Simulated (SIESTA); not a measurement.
Crystal: Tl.

```
CELL_PARAMETERS angstrom
-1.95600 1.95600 1.95600
1.95600 -1.95600 1.95600
1.95600 1.95600 -1.95600
ATOMIC_POSITIONS crystal
Tl 0.00000 0.00000 0.00000
```

This isn't the form of Tl at room conditions, which is hcp.

```yaml
Program: SIESTA 5.4.2
Task: single point
Functional: PBE
Potentials_or_basis: PseudoDojo 0.4 standard (PBE files)
Basis: DZP (energy shift 0.002 Ry; radii capped at 9.5 bohr)
Grid_cutoff: 500 Ry
Energy_shift: 0.002 Ry
k_mesh: 10 × 10 × 10
Occupations: fermi-dirac, width 0.05 eV
Spin: no spin polarisation
```

On this cell: pressure 1.7 GPa; band gap on the k mesh none (metal or under the smearing width).

The same run follows on a disturbed copy (cell strained at random at fixed volume):

```xyz
1
Lattice="-1.9059 1.9307 1.9520 1.9156 -1.9201 1.9510 1.9872 2.0013 -1.9414" Properties=species:S:1:pos:R:3 pbc="T T T"
Tl    0.0437   -0.0267   -0.0263
```

Problem. What does the disturbed cell give?

Solution. The energy (extrapolated to zero smearing) moves by +3.7 meV/atom; pressure 1.7 GPa; band gap on the k mesh none (metal or under the smearing width).

Stress tensor (GPa, compression positive):
```
 1.67 -0.95 -0.09
-0.95  1.58 -0.12
-0.09 -0.12  1.90
```

Caveats: semicore shells carry a single zeta, which can move pressures by several GPa and volumes by a few percent; the basis of atomic orbitals isn't converged, which shifts pressures, moduli and gaps.
